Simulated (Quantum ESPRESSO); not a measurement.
Crystal: MgO.

```
Mg O
1.0
     0.00000    2.09700    2.09700
     2.09700    0.00000    2.09700
     2.09700    2.09700    0.00000
Mg O
1 1
Direct
  0.00000 0.00000 0.00000
  0.50000 0.50000 0.50000
```

The cell is a database's computed one.

Below is the output of Quantum ESPRESSO 7.5 for this cell. Logs are shortened: lines on timing, memory, paths and dates and some standing lists are left out, and cuts for length are marked.

```text
This program is part of the open-source Quantum ESPRESSO suite
     for quantum simulation of materials; please cite
         "P. Giannozzi et al., J. Phys.:Condens. Matter 21 395502 (2009);
         "P. Giannozzi et al., J. Phys.:Condens. Matter 29 465901 (2017);
         "P. Giannozzi et al., J. Chem. Phys. 152 154105 (2020);
     in publications or presentations arising from this work. More details at

     file Mg.pbe-n-kjpaw_psl.0.3.0.UPF: wavefunction(s)  3S renormalized
     file O.pbe-n-kjpaw_psl.0.1.UPF: wavefunction(s)  2P renormalized
     Message from routine setup:
     using ibrav=0 with symmetry is DISCOURAGED, use correct ibrav instead

     G-vector sticks info
     --------------------
     sticks:   dense  smooth     PW     G-vecs:    dense   smooth      PW
     Sum        1099     547    163                23973     8393    1459

     Using Slab Decomposition

     bravais-lattice index     =            0
     lattice parameter (alat)  =       5.6042  a.u.
     unit-cell volume          =     124.4580 (a.u.)^3
     number of atoms/cell      =            2
     number of atomic types    =            2
     number of electrons       =         8.00
     number of Kohn-Sham states=            9
     kinetic-energy cutoff     =      63.0000  Ry
     charge density cutoff     =     506.0000  Ry
     scf convergence threshold =      4.0E-10
     mixing beta               =       0.5000
     number of iterations used =            8  plain     mixing
     energy convergence thresh.=      1.0E-05
     force convergence thresh. =      4.0E-04
     press convergence thresh. =      3.0E-01
     Exchange-correlation= SLA  PW   PBX  PBC
                           (   1   4   3   4   0   0   0)
     nstep                     =           40

     celldm(1)=   5.604187  celldm(2)=   0.000000  celldm(3)=   0.000000
     celldm(4)=   0.000000  celldm(5)=   0.000000  celldm(6)=   0.000000

     crystal axes: (cart. coord. in units of alat)
               a(1) = (   0.000000   0.707107   0.707107 )
               a(2) = (   0.707107   0.000000   0.707107 )
               a(3) = (   0.707107   0.707107   0.000000 )

     reciprocal axes: (cart. coord. in units 2 pi/alat)
               b(1) = ( -0.707107  0.707107  0.707107 )
               b(2) = (  0.707107 -0.707107  0.707107 )
[... 1326 lines left out ...]

     reciprocal axes: (cart. coord. in units 2 pi/alat)
               b(1) = ( -0.711980  0.711980  0.711980 )
               b(2) = (  0.711980 -0.711980  0.711980 )
               b(3) = (  0.711980  0.711980 -0.711980 )

     PseudoPot. # 1 for Mg read from file:
     Mg.pbe-n-kjpaw_psl.0.3.0.UPF
     Pseudo is Projector augmented-wave + core cor, Zval =  2.0
     Generated using "atomic" code by A. Dal Corso  v.5.0.99 svn rev. 10869
     Shape of augmentation charge: PSQ
     Using radial grid of 1129 points,  4 beta functions with:
                l(1) =   0
                l(2) =   0
                l(3) =   1
                l(4) =   1
     Q(r) pseudized with 0 coefficients

     PseudoPot. # 2 for O  read from file:
     O.pbe-n-kjpaw_psl.0.1.UPF
     Pseudo is Projector augmented-wave + core cor, Zval =  6.0
     Generated using "atomic" code by A. Dal Corso  v.5.0.99 svn rev. 10869
     Shape of augmentation charge: BESSEL
     Using radial grid of 1095 points,  4 beta functions with:
                l(1) =   0
                l(2) =   0
                l(3) =   1
                l(4) =   1
     Q(r) pseudized with 0 coefficients

     atomic species   valence    mass     pseudopotential
     Mg                2.00    24.30500     Mg( 1.00)
     O                 6.00    15.99900     O ( 1.00)

     48 Sym. Ops., with inversion, found

   Cartesian axes

     site n.     atom                  positions (alat units)
         1        Mg     tau(   1) = (   0.0000000   0.0000000   0.0000000  )
         2        O      tau(   2) = (   0.7022664   0.7022664   0.7022664  )

     number of k points=    56  Fermi-Dirac smearing, width (Ry)=  0.0037
                       cart. coord. in units 2pi/alat
        k(    1) = (   0.0000000   0.0000000   0.0000000), wk =   0.0015026
        k(    2) = (   0.0647255   0.0647255  -0.0647255), wk =   0.0120210
        k(    3) = (   0.1294510   0.1294510  -0.1294510), wk =   0.0120210
        k(    4) = (   0.1941765   0.1941765  -0.1941765), wk =   0.0120210
        k(    5) = (   0.2589020   0.2589020  -0.2589020), wk =   0.0120210
        k(    6) = (   0.3236275   0.3236275  -0.3236275), wk =   0.0120210
[... 48 lines left out ...]
        k(   55) = (  -0.0647255  -0.4530785   0.7119805), wk =   0.0360631
        k(   56) = (  -0.0000000  -0.3883530   0.6472550), wk =   0.0360631

     Dense  grid:    23409 G-vectors     FFT dimensions: (  40,  40,  40)

     Smooth grid:     8291 G-vectors     FFT dimensions: (  30,  30,  30)

     Initial potential from superposition of free atoms

     starting charge       7.9991, renormalised to       8.0000
     Starting wfcs are    8 randomized atomic wfcs +    1 random wfcs

     Self-consistent Calculation

     iteration #  1     ecut=    63.00 Ry     beta= 0.50
     Davidson diagonalization with overlap
     c_bands:  1 eigenvalues not converged
     c_bands:  1 eigenvalues not converged
     c_bands:  5 eigenvalues not converged
     c_bands:  4 eigenvalues not converged
     c_bands:  5 eigenvalues not converged
     c_bands:  2 eigenvalues not converged
[... 395 lines left out ...]
          total   stress  (Ry/bohr**3)                   (kbar)     P=      100.08
   0.00068033   0.00000000  -0.00000000          100.08        0.00       -0.00
   0.00000000   0.00068033  -0.00000000            0.00      100.08       -0.00
  -0.00000000   0.00000000   0.00068033           -0.00        0.00      100.08

=------------------------------------------------------------------------------=
   JOB DONE.
=------------------------------------------------------------------------------=
```

Task: What input gives this log?

Result: Relaxation of cell and atoms with PBE, no spin polarisation. The files as run (others can give the same):

pw.in
```
&CONTROL
  calculation = 'vc-relax'
  prefix = 'pwscf'
  outdir = './tmp'
  pseudo_dir = './pseudo'
  tprnfor = .true.
  tstress = .true.
  disk_io = 'low'
  nstep = 40
  forc_conv_thr = 0.0004
  etot_conv_thr = 1d-05
/
&SYSTEM
  ibrav = 0
  A = 2.96560781
  nat = 2
  ntyp = 2
  ecutwfc = 63
  ecutrho = 506
  nbnd = 9
  occupations = 'smearing'
  smearing = 'fd'
  degauss = 0.00367493
/
&ELECTRONS
  conv_thr = 4d-10
  electron_maxstep = 120
  mixing_beta = 0.5
/
&IONS
  ion_dynamics = 'bfgs'
/
&CELL
  cell_dynamics = 'bfgs'
  press = 100
  press_conv_thr = 0.3
/
ATOMIC_SPECIES
Mg    24.3050 Mg.pbe-n-kjpaw_psl.0.3.0.UPF
O     15.9990 O.pbe-n-kjpaw_psl.0.1.UPF
CELL_PARAMETERS alat
   0.0000000000    0.7071067812    0.7071067812
   0.7071067812    0.0000000000    0.7071067812
   0.7071067812    0.7071067812    0.0000000000
ATOMIC_POSITIONS alat
Mg     0.0000000000    0.0000000000    0.0000000000
O      0.7071067812    0.7071067812    0.7071067812
K_POINTS automatic
11 11 11 0 0 0
```

Potentials or basis: SSSP 1.3 efficiency PBE.
Run with:
```console
$ OMP_NUM_THREADS=1 pw.x -in pw.in > pw.out
```
